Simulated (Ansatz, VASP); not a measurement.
## One calculation of Sc, two programs

INCAR

```
PREC     = Accurate       # precision mode
ENCUT    = 520            # plane-wave cutoff, eV
EDIFF    = 1E-6           # SCF threshold, eV
ISMEAR   = 0              # smearing method
SIGMA    = 0.1            # smearing width, eV
LREAL    = False          # projectors in reciprocal space
LASPH    = True           # aspherical terms in the spheres
NELM     = 60             # most SCF steps
ALGO     = Fast           # electronic algorithm
ISIF     = 2              # what is computed and relaxed
LWAVE    = False          # write WAVECAR
LCHARG   = True           # write CHGCAR
GGA      = PS             # functional
LELF     = True           # ELF
LVHAR    = True         
NBANDS   = 54             # bands
```

The input KPOINTS:

```
Automatic mesh
0
Gamma
  4 4 4
```

POSCAR

```
Sc
1.0
    5.8751878082      0.0000000000      0.0000000000
    0.0000000000      5.8751878082      0.0000000000
    0.0000000000      0.0000000000      5.8751878082
Sc
8
Direct
    0.5000000000      0.5000000000      0.5000000000
    0.0000000000      0.0000000000      0.0000000000
    0.2500000000      0.0000000000      0.5000000000
    0.5000000000      0.2500000000      0.0000000000
    0.5000000000      0.7500000000      0.0000000000
    0.7500000000      0.0000000000      0.5000000000
    0.0000000000      0.5000000000      0.7500000000
    0.0000000000      0.5000000000      0.2500000000
```

Input for Ansatz:

```yaml
crystal:
  lattice:
    - [5.8751878082, 0.0, 0.0]
    - [0.0, 5.8751878082, 0.0]
    - [0.0, 0.0, 5.8751878082]
  atoms:
    - { symbol: Sc, position: [0.5, 0.5, 0.5] }
    - { symbol: Sc, position: [0.0, 0.0, 0.0] }
    - { symbol: Sc, position: [0.25, 0.0, 0.5] }
    - { symbol: Sc, position: [0.5, 0.25, 0.0] }
    - { symbol: Sc, position: [0.5, 0.75, 0.0] }
    - { symbol: Sc, position: [0.75, 0.0, 0.5] }
    - { symbol: Sc, position: [0.0, 0.5, 0.75] }
    - { symbol: Sc, position: [0.0, 0.5, 0.25] }
basis:
  ecutwfc: 420
kpoints:
  mp_grid: { grid: [4, 4, 4] }
hamiltonian:
  xc: pbesol
scf:
  occupations: { method: gaussian, width: 0.1 }
  lower_state_search: "off"
output:
  forces: true
  stress: true
  eigenvalues: true
```

Alike in both runs: task single point; functional PBEsol; k mesh 4 × 4 × 4; occupations gaussian, width 0.1 eV; no spin polarisation.

|  | VASP | Ansatz |
| --- | --- | --- |
| version | VASP 6.6.1 | Ansatz 0.2.0 |
| potentials or method | VASP PAW PBE potentials, release 64 (Sc_sv) | scalar-relativistic, plane waves, PAW |
| plane-wave cutoff (eV) | 520 | 420 |
| valence electrons in the cell | 88 | 88 |

|  | VASP | Ansatz | Ansatz less VASP |
| --- | --- | --- | --- |
| gap on the k mesh at the Fermi level (eV) | none | none | - |
| pressure (GPa) | -1.8 | -1.8 | -0.01 |

A gap of «none» marks a metal or a gap that the smearing closes. The functional is the same, so the differences come from potentials, cutoffs and numerics.

Caveats: the PAW data sets were made with another functional, which shifts forces and pressure a little (VASP).
